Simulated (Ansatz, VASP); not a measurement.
**VH2 in VASP and in Ansatz**

Contents of INCAR:

```
ALGO = Normal
EDIFF = 1E-7
EDIFFG = -0.001
ENCUT = 600
GGA = CA
IBRION = 2
ISIF = 3
ISMEAR = -1
LASPH = T
LCHARG = F
LREAL = F
LWAVE = F
NELM = 100
NSW = 80
PREC = Accurate
SIGMA = 0.15
```

The input KPOINTS:

```
k-points
0
Gamma
  18 18 18
```

File POSCAR:

```
VH2
1.0
    0.0000000000      2.0666398984      2.0666398984
    2.0666398984      0.0000000000      2.0666398984
    2.0666398984      2.0666398984      0.0000000000
V H
1 2
Direct
    0.0000000000      0.0000000000      0.0000000000
    0.2500000000      0.2500000000      0.2500000000
    0.7500000000      0.7500000000      0.7500000000
```

Input for Ansatz:

```yaml
crystal:
  lattice:
    - [0.0, 2.0666398984, 2.0666398984]
    - [2.0666398984, 0.0, 2.0666398984]
    - [2.0666398984, 2.0666398984, 0.0]
  atoms:
    - { symbol: V, position: [0.0, 0.0, 0.0] }
    - { symbol: H, position: [0.25, 0.25, 0.25] }
    - { symbol: H, position: [0.75, 0.75, 0.75] }
basis:
  ecutwfc: 420
kpoints:
  mp_grid: { grid: [18, 18, 18] }
hamiltonian:
  xc: lda
scf:
  occupations: { method: fermi_dirac, width: 0.15 }
output:
  forces: true
  stress: true
  eigenvalues: true
relax:
  adjacent_minimum: "off"
  f_tol: 0.001
  max_steps: 60
  cell: { stress_tol: 0.01 }
```

Alike in both runs: task relaxation of cell and atoms; functional LDA; k mesh 18 × 18 × 18; occupations fermi-dirac, width 0.15 eV; no spin polarisation.

|  | VASP | Ansatz |
| --- | --- | --- |
| version | VASP 6.6.1 | Ansatz 0.2.0 |
| potentials or method | VASP PAW LDA potentials, release 64 (V_sv, H) | scalar-relativistic, plane waves, PAW |
| plane-wave cutoff (eV) | 600 | 420 |
| valence electrons in the cell | 15 | 15 |

```tsv
	VASP	Ansatz	Ansatz less VASP
gap on the k mesh at the Fermi level, each at its own relaxed structure (eV)	none	none	-
relaxed volume (Å³/atom)	5.92	5.90	-0.015
relaxed cell length with the largest relative difference (Å)	2.928	2.926	-0.0025
```

A gap of «none» marks a metal or a gap that the smearing closes.
